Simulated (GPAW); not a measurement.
# As (R-3m) in GPAW: a series of runs

One crystal, As, is run at these levels: MS2, revTPSS+D3(BJ), PBE+D3(BJ); tasks: relaxation of cell and atoms.

All numbers are computed with GPAW 26.7.0; they aren't measurements. Logs are shortened: lines on timing, memory, paths and dates and some standing lists are left out, and cuts for length are marked. The log counts tension as positive stress, the text compression.

### Step 1. The structure

Symmetry: R-3m, No. 166, trigonal system. Conventional cell: a = 3.762 Å, b = 3.762 Å, c = 10.542 Å, α = 90.00°, β = 90.00°, γ = 120.00°. As (site symmetry 3m) has 3 As at 2.51 Å as nearest neighbours.

### Step 2. Relaxation of cell and atoms, MS2

run.py reads:

```python
from ase.filters import FrechetCellFilter
from ase.io import read, write
from ase.optimize import LBFGS
from gpaw import GPAW, PW

atoms = read('As.xyz')

calc = GPAW(mode=PW(600),
            xc='MGGA_X_MS2+GGA_C_REGTPSS',
            kpts={'size': (6, 6, 6), 'gamma': True},
            occupations={'name': 'fermi-dirac', 'width': 0.05},
            nbands=13,
            convergence={'density': 1e-06, 'energy': 1e-06, 'eigenstates': 1e-10},
            maxiter=150,
            txt='gpaw.txt')
atoms.calc = calc
opt = LBFGS(FrechetCellFilter(atoms), trajectory='relax.traj', logfile='-')
done = opt.run(fmax=0.02, steps=100)
calc.write('gs.gpw')
write('result.traj', atoms)
print('Converged:', done)
print('Cell:', atoms.cell.cellpar().round(4))
print('Volume:', round(atoms.get_volume(), 4))
print(atoms.get_scaled_positions().round(5))
```

As.xyz reads:

```xyz
2
Lattice="1.8807968987 1.0858785957 3.5140619945 -1.8807968987 1.0858785957 3.5140619945 0.0000000000 -2.1717571915 3.5140619945" Properties=species:S:1:pos:R:3 pbc="T T T"
As     0.0000000000      0.0000000000      2.3825340323
As     0.0000000000     -0.0000000001      8.1596519512
```

Potentials or basis: GPAW PAW data sets (gpaw-data 1.2.1), pw.

Command:

```console
$ OMP_NUM_THREADS=1 python run.py
```

gpaw.txt:

```text
__  _  _
 | _ |_)|_||  |
 |__||  | ||/\| - 26.7.0

Input parameters:
  mode=PW(ecut=600.0),
  convergence={'density': 1e-06, 'energy': 1e-06, 'eigenstates': 1e-10},
  kpts=MonkhorstPack(size=(6, 6, 6), gamma=True),
  maxiter=150,
  nbands=13,
  occupations=Occupations(name='fermi-dirac', width=0.05),
  xc=XC(name='MGGA_X_MS2+GGA_C_REGTPSS')

Diagonalizing LCAO Hamiltonian
Converting LCAO to pw mode

       As

       As

Atoms  # Å, Bohr magnetons
|   | symbol |        x |         y |        z |    initial magnetic moments |
|---|--------|----------|-----------|----------|-----------------------------|
| 0 |     As | 0.000000 |  0.000000 | 2.382534 | ( 0.0000,  0.0000,  0.0000) |
| 1 |     As | 0.000000 | -0.000000 | 8.159652 | ( 0.0000,  0.0000,  0.0000) |

Unit cell  # Å
| periodic |         x |         y |        z |  lengths |    angles |
|----------|-----------|-----------|----------|----------|-----------|
|      yes |  1.880797 |  1.085879 | 3.514062 | 4.131000 | 54.167000 |
|      yes | -1.880797 |  1.085879 | 3.514062 | 4.131000 | 54.167000 |
|      yes |  0.000000 | -2.171757 | 3.514062 | 4.131000 | 54.167000 |

Number of symmetries: 12
Symmetry operations  # r_c * U_cc + t_c -> r_c
|    | kind |            matrix            |
|----|------|------------------------------|
|  0 |  E   |  1, 0, 0,  0, 1, 0,  0, 0, 1 |
|  1 |  σ   |  1, 0, 0,  0, 0, 1,  0, 1, 0 |
|  2 |  σ   |  0, 1, 0,  1, 0, 0,  0, 0, 1 |
|  3 |  C3  |  0, 1, 0,  0, 0, 1,  1, 0, 0 |
|  4 |  C3  |  0, 0, 1,  1, 0, 0,  0, 1, 0 |
|  5 |  σ   |  0, 0, 1,  0, 1, 0,  1, 0, 0 |
|  6 |  C2  |  0, 0,-1,  0,-1, 0, -1, 0, 0 |
|  7 |  S6  |  0, 0,-1, -1, 0, 0,  0,-1, 0 |
|  8 |  S6  |  0,-1, 0,  0, 0,-1, -1, 0, 0 |
|  9 |  C2  |  0,-1, 0, -1, 0, 0,  0, 0,-1 |
| 10 |  C2  | -1, 0, 0,  0, 0,-1,  0,-1, 0 |
| 11 |  i   | -1, 0, 0,  0,-1, 0,  0, 0,-1 |
[... 571 lines left out ...]
Fermi level: 6.984
Eigenvalues  # (at kpt = [0.000, 0.000, 0.000])
| band index |      eig [eV] | occ [0-2] |
|------------|---------------|-----------|
|          0 |        -8.296 |     2.000 |
|          1 |         1.226 |     2.000 |
|          2 |         4.303 |     2.000 |
|          3 |         4.857 |     2.000 |
|          4 |         4.857 |     2.000 |
|          5 |         8.823 |     0.000 |
|          6 |        10.057 |     0.000 |
|          7 |        10.057 |     0.000 |
|          8 |        13.840 |     0.000 |
|          9 |        13.840 |     0.000 |
|         10 |        14.185 |     0.000 |
|         11 |        15.760 |     0.000 |
|         12 |        15.780 |     0.000 |

No gap
No difference between direct/indirect transitions

Stress tensor  # eV/Ang^3
|         x |        y |         z |
|-----------|----------|-----------|
|  0.001590 | 0.000000 | -0.000000 |
|  0.000000 | 0.001590 |  0.000000 |
| -0.000000 | 0.000000 |  0.008550 |

Forces  # eV/Ang
|        x |        y |        z |
|----------|----------|----------|
|  0.00000 |  0.00000 | -0.04139 |  # As   0
| -0.00000 | -0.00000 |  0.04139 |  # As   1

Interpolating wave functions to new cell

       As

       As

Atoms  # Å, Bohr magnetons
|   | symbol |         x |         y |        z |    initial magnetic moments |
|---|--------|-----------|-----------|----------|-----------------------------|
| 0 |     As | -0.000000 | -0.000000 | 2.378632 | ( 0.0000,  0.0000,  0.0000) |
| 1 |     As | -0.000000 | -0.000000 | 8.070215 | ( 0.0000,  0.0000,  0.0000) |
[... 169 lines left out ...]
Fermi level: 7.029
Eigenvalues  # (at kpt = [0.000, 0.000, 0.000])
| band index |      eig [eV] | occ [0-2] |
|------------|---------------|-----------|
|          0 |        -8.270 |     2.000 |
|          1 |         1.284 |     2.000 |
|          2 |         4.339 |     2.000 |
|          3 |         4.893 |     2.000 |
|          4 |         4.893 |     2.000 |
|          5 |         8.900 |     0.000 |
|          6 |        10.112 |     0.000 |
|          7 |        10.112 |     0.000 |
|          8 |        13.845 |     0.000 |
|          9 |        13.846 |     0.000 |
|         10 |        14.179 |     0.000 |
|         11 |        15.773 |     0.000 |
|         12 |        15.775 |     0.000 |

No gap
No difference between direct/indirect transitions

Stress tensor  # eV/Ang^3
|         x |         y |        z |
|-----------|-----------|----------|
|  0.001509 | -0.000000 | 0.000000 |
| -0.000000 |  0.001509 | 0.000000 |
| -0.000000 |  0.000000 | 0.008446 |

Forces  # eV/Ang
|        x |        y |        z |
|----------|----------|----------|
| -0.00000 |  0.00000 | -0.07337 |  # As   0
|  0.00000 | -0.00000 |  0.07337 |  # As   1

Interpolating wave functions to new cell

       As

       As

Atoms  # Å, Bohr magnetons
|   | symbol |         x |         y |        z |    initial magnetic moments |
|---|--------|-----------|-----------|----------|-----------------------------|
| 0 |     As | -0.000000 | -0.000000 | 2.358781 | ( 0.0000,  0.0000,  0.0000) |
| 1 |     As | -0.000000 | -0.000000 | 7.963891 | ( 0.0000,  0.0000,  0.0000) |
[... 190 lines left out ...]
No gap
No difference between direct/indirect transitions

Stress tensor  # eV/Ang^3
|         x |         y |         z |
|-----------|-----------|-----------|
| -0.000277 | -0.000000 | -0.000000 |
|  0.000000 | -0.000277 | -0.000000 |
| -0.000000 | -0.000000 |  0.005413 |

Forces  # eV/Ang
|       x |        y |        z |
|---------|----------|----------|
| 0.00000 |  0.00000 | -0.10983 |  # As   0
| 0.00000 | -0.00000 |  0.10983 |  # As   1

Interpolating wave functions to new cell

       As

       As

Atoms  # Å, Bohr magnetons
|   | symbol |         x |         y |        z |    initial magnetic moments |
|---|--------|-----------|-----------|----------|-----------------------------|
| 0 |     As | -0.000000 | -0.000000 | 2.346881 | ( 0.0000,  0.0000,  0.0000) |
| 1 |     As | -0.000000 | -0.000000 | 7.918740 | ( 0.0000,  0.0000,  0.0000) |

Unit cell  # Å
| periodic |         x |         y |        z |  lengths |    angles |
|----------|-----------|-----------|----------|----------|-----------|
|      yes |  1.882139 |  1.086653 | 3.421874 | 4.053700 | 55.330055 |
|      yes | -1.882139 |  1.086653 | 3.421874 | 4.053700 | 55.330055 |
|      yes | -0.000000 | -2.173307 | 3.421874 | 4.053700 | 55.330055 |
[... 181 lines left out ...]
No gap
No difference between direct/indirect transitions

Stress tensor  # eV/Ang^3
|         x |         y |         z |
|-----------|-----------|-----------|
| -0.001794 |  0.000000 | -0.000000 |
|  0.000000 | -0.001794 | -0.000000 |
| -0.000000 | -0.000000 |  0.002498 |

Forces  # eV/Ang
|       x |        y |        z |
|---------|----------|----------|
| 0.00000 |  0.00000 | -0.07657 |  # As   0
| 0.00000 | -0.00000 |  0.07657 |  # As   1

Interpolating wave functions to new cell

       As

       As

Atoms  # Å, Bohr magnetons
|   | symbol |         x |         y |        z |    initial magnetic moments |
|---|--------|-----------|-----------|----------|-----------------------------|
| 0 |     As | -0.000000 | -0.000000 | 2.339176 | ( 0.0000,  0.0000,  0.0000) |
| 1 |     As |  0.000000 | -0.000000 | 7.902017 | ( 0.0000,  0.0000,  0.0000) |

Unit cell  # Å
| periodic |         x |         y |        z |  lengths |    angles |
|----------|-----------|-----------|----------|----------|-----------|
|      yes |  1.882713 |  1.086985 | 3.413731 | 4.047185 | 55.445144 |
|      yes | -1.882713 |  1.086985 | 3.413731 | 4.047185 | 55.445144 |
|      yes | -0.000000 | -2.173970 | 3.413731 | 4.047185 | 55.445144 |
[... 391 lines left out ...]
No gap
No difference between direct/indirect transitions

Stress tensor  # eV/Ang^3
|         x |         y |         z |
|-----------|-----------|-----------|
| -0.002369 |  0.000000 | -0.000000 |
|  0.000000 | -0.002369 | -0.000000 |
|  0.000000 | -0.000000 | -0.000345 |

Forces  # eV/Ang
|       x |        y |        z |
|---------|----------|----------|
| 0.00000 | -0.00000 |  0.00619 |  # As   0
| 0.00000 |  0.00000 | -0.00619 |  # As   1

Interpolating wave functions to new cell

       As

       As

Atoms  # Å, Bohr magnetons
|   | symbol |         x |         y |        z |    initial magnetic moments |
|---|--------|-----------|-----------|----------|-----------------------------|
| 0 |     As | -0.000000 | -0.000000 | 2.334211 | ( 0.0000,  0.0000,  0.0000) |
| 1 |     As |  0.000000 | -0.000000 | 7.896668 | ( 0.0000,  0.0000,  0.0000) |

Unit cell  # Å
| periodic |         x |         y |        z |  lengths |    angles |
|----------|-----------|-----------|----------|----------|-----------|
|      yes |  1.885678 |  1.088697 | 3.410293 | 4.046127 | 55.555781 |
|      yes | -1.885678 |  1.088697 | 3.410293 | 4.046127 | 55.555781 |
|      yes |  0.000000 | -2.177394 | 3.410293 | 4.046127 | 55.555781 |
[... 178 lines left out ...]
No gap
No difference between direct/indirect transitions

Stress tensor  # eV/Ang^3
|         x |         y |         z |
|-----------|-----------|-----------|
| -0.001393 |  0.000000 |  0.000000 |
|  0.000000 | -0.001393 | -0.000000 |
|  0.000000 | -0.000000 | -0.000502 |

Forces  # eV/Ang
|       x |        y |        z |
|---------|----------|----------|
| 0.00000 | -0.00000 |  0.01837 |  # As   0
| 0.00000 |  0.00000 | -0.01837 |  # As   1

Interpolating wave functions to new cell

       As

       As

Atoms  # Å, Bohr magnetons
|   | symbol |         x |         y |        z |    initial magnetic moments |
|---|--------|-----------|-----------|----------|-----------------------------|
| 0 |     As | -0.000000 | -0.000000 | 2.332933 | ( 0.0000,  0.0000,  0.0000) |
| 1 |     As |  0.000000 | -0.000000 | 7.891393 | ( 0.0000,  0.0000,  0.0000) |

Unit cell  # Å
| periodic |         x |         y |        z |  lengths |    angles |
|----------|-----------|-----------|----------|----------|-----------|
|      yes |  1.887260 |  1.089610 | 3.408109 | 4.045270 | 55.619238 |
|      yes | -1.887260 |  1.089610 | 3.408109 | 4.045270 | 55.619238 |
|      yes |  0.000000 | -2.179221 | 3.408109 | 4.045270 | 55.619238 |
[... 182 lines left out ...]
Stress tensor  # eV/Ang^3
|         x |         y |         z |
|-----------|-----------|-----------|
| -0.000351 |  0.000000 | -0.000000 |
|  0.000000 | -0.000351 | -0.000000 |
| -0.000000 | -0.000000 | -0.000271 |

Forces  # eV/Ang
|        x |        y |        z |
|----------|----------|----------|
|  0.00000 | -0.00000 |  0.01173 |  # As   0
| -0.00000 |  0.00000 | -0.01173 |  # As   1

# Writing to gs.gpw (mode='')
```

It took 10 min on 1 thread of Intel Xeon at 2.70GHz, shared host; peak memory 0.48 GiB.

Results:

```yaml
Free_energy: -10.0492 eV
Relaxed_volume: 21.03 Å³/atom
Relaxed_cell: a = 4.045 Å, b = 4.045 Å, c = 4.045 Å, α = 55.62°, β = 55.62°, γ = 55.62°
Space_group_after_relaxing_to_0.05_Å: R-3m (No. 166)
Energy_gained_by_relaxing: 3.8 meV/atom
Ionic_steps: 10
Pressure_after_relaxing: 0.1 GPa
Largest_force_after_relaxing: 0.012 eV/Å
Band_gap_on_the_k_mesh: none (metal or under the smearing width)
```

Forces on the atoms (eV/Å):
```
As   0.000  0.000  0.012
As   0.000  0.000 -0.012
```

The path:
| step | energy change (eV) | largest force (eV/Å) | pressure (GPa) | volume (Å³) |
| --- | --- | --- | --- | --- |
| 1 | 0.0000 | 0.1682 | -0.10 | 43.06 |
| 2 | -0.0009 | 0.1273 | -0.22 | 43.05 |
| 3 | -0.0033 | 0.0414 | -0.63 | 42.90 |
| 4 | -0.0041 | 0.0734 | -0.61 | 42.76 |
| 5 | -0.0061 | 0.1098 | -0.26 | 42.23 |
| 6 | -0.0068 | 0.0766 | 0.06 | 41.99 |
| 7 | -0.0073 | 0.0206 | 0.27 | 41.92 |
| 8 | -0.0074 | 0.0062 | 0.27 | 41.95 |
| 9 | -0.0075 | 0.0184 | 0.18 | 42.01 |
| 10 | -0.0076 | 0.0117 | 0.05 | 42.05 |

Final structure:
```yaml
crystal:
  lattice:
    - [1.88726, 1.08961, 3.40811]
    - [-1.88726, 1.08961, 3.40811]
    - [0.00000, -2.17922, 3.40811]
  atoms:
    - { symbol: As, position: [0.22817, 0.22817, 0.22817] }
    - { symbol: As, position: [0.77183, 0.77183, 0.77183] }
```

Caveat: later steps reuse the first step's grids; the PAW data sets were made with another functional, which shifts forces and pressure a little.

### Step 3. Relaxation of cell and atoms, revTPSS+D3(BJ)

run.py reads:

```python
from ase import Atoms
from ase.calculators.mixing import SumCalculator
from ase.filters import FrechetCellFilter
from ase.io import write
from ase.optimize import FIRE
from dftd3.ase import DFTD3
from gpaw import GPAW, PW

atoms = Atoms(['As', 'As'],
              cell=[[1.8807968987, 1.0858785957, 3.5140619945],
                    [-1.8807968987, 1.0858785957, 3.5140619945],
                    [0.0, -2.1717571915, 3.5140619945]],
              scaled_positions=[[0.226, 0.226, 0.226],
                                [0.774, 0.774, 0.774]],
              pbc=True)

calc = GPAW(mode=PW(600),
            xc='MGGA_X_REVTPSS+MGGA_C_REVTPSS',
            kpts={'size': (6, 6, 6), 'gamma': True},
            occupations={'name': 'fermi-dirac', 'width': 0.05},
            nbands=13,
            convergence={'density': 1e-05, 'energy': 1e-05},
            eigensolver='davidson',
            maxiter=150,
            txt='gpaw.txt')
atoms.calc = SumCalculator([calc, DFTD3(method='revtpss', damping='d3bj')])
opt = FIRE(FrechetCellFilter(atoms), trajectory='relax.traj', logfile='-')
done = opt.run(fmax=0.02, steps=60)
calc.write('gs.gpw')
write('result.traj', atoms)
print('Converged:', done)
print('Cell:', atoms.cell.cellpar().round(4))
print('Volume:', round(atoms.get_volume(), 4))
print(atoms.get_scaled_positions().round(5))
```

Potentials or basis: GPAW PAW data sets (gpaw-data 1.2.1), pw.

Command:

```console
$ OMP_NUM_THREADS=1 python run.py
```

Run time: 26 min. Hardware: 1 thread of Intel Xeon at 2.70GHz, shared host; peak memory 0.7 GiB.

It converged, with:

| Property | Result |
| --- | --- |
| Free energy | 5.3009 eV |
| Relaxed volume | 19.94 Å³/atom |
| Relaxed cell | a = 3.960 Å, b = 3.960 Å, c = 3.960 Å, α = 56.05°, β = 56.05°, γ = 56.05° |
| Space group after relaxing (to 0.05 Å) | R-3m (No. 166) |
| Energy gained by relaxing | 24.2 meV/atom |
| Ionic steps | 28 |
| Pressure after relaxing | -0.1 GPa |
| Largest force after relaxing | 0.012 eV/Å |
| Band gap on the k mesh | none (metal or under the smearing width) |
| Dispersion energy per atom | -0.560 eV |

Forces in eV/Å, atoms in the order of the input:
```
As   0.000  0.000  0.012
As   0.000  0.000 -0.012
```

Stress tensor (GPa, compression positive):
```
 0.00  0.00  0.00
 0.00  0.00  0.00
 0.00  0.00 -0.15
```

The path:
```csv
step,energy change (eV),largest force (eV/Å),pressure (GPa),volume (Å³)
1,0.0000,0.2596,-2.85,43.06
2,-0.0056,0.2501,-2.56,42.81
3,-0.0148,0.2302,-2.01,42.35
4,-0.0248,0.2069,-1.31,41.73
5,-0.0340,0.1913,-0.64,41.03
6,-0.0415,0.1331,0.02,40.32
7,-0.0450,0.0187,0.62,39.70
8,-0.0446,0.1030,0.99,39.24
9,-0.0448,0.1008,0.95,39.26
10,-0.0452,0.0965,0.89,39.30
11,-0.0458,0.0902,0.79,39.35
12,-0.0465,0.0818,0.66,39.41
13,-0.0471,0.0716,0.52,39.49
14,-0.0477,0.0597,0.37,39.57
15,-0.0481,0.0463,0.21,39.67
16,-0.0484,0.0304,0.05,39.77
17,-0.0485,0.0119,-0.09,39.87
18,-0.0484,0.0087,-0.19,39.97
19,-0.0484,0.0089,-0.19,39.96
20,-0.0484,0.0092,-0.18,39.96
21,-0.0484,0.0095,-0.17,39.96
22,-0.0484,0.0100,-0.16,39.95
23,-0.0484,0.0105,-0.15,39.94
24,-0.0484,0.0111,-0.13,39.93
25,-0.0484,0.0116,-0.12,39.92
26,-0.0484,0.0121,-0.10,39.91
27,-0.0484,0.0125,-0.08,39.90
28,-0.0485,0.0125,-0.05,39.88
```

Final structure:
```xyz
2
Lattice="1.8605 1.0741 3.3262 -1.8605 1.0741 3.3262 0.0000 -2.1483 3.3262" Properties=species:S:1:pos:R:3 pbc="T T T"
As    0.0000    0.0000    2.3031
As    0.0000    0.0000    7.6756
```

Levels at points of the mesh, in eV from the Fermi level:
```csv
k point,band 1,band 2,band 3,band 4,band 5,band 6,band 7,band 8,band 9
"(0.00, 0.00, 0.00)",-15.89,-5.47,-2.77,-2.31,-2.31,2.05,3.10,3.10,6.33
"(0.50, 0.00, 0.00)",-12.83,-11.82,-2.88,-2.76,-0.51,-0.44,-0.03,0.68,9.28
"(0.50, 0.50, 0.00)",-12.76,-9.86,-6.91,-4.88,-4.70,1.16,5.90,6.84,8.07
"(0.50, 0.50, 0.50)",-14.05,-10.98,-1.96,-1.96,-0.59,0.18,0.18,1.48,8.38
```

Caveat: later steps reuse the first step's grids; the PAW data sets were made with another functional, which shifts forces and pressure a little; pairwise dispersion overbinds metals, which lowers pressure and volume.

[end of part 1 of 2]
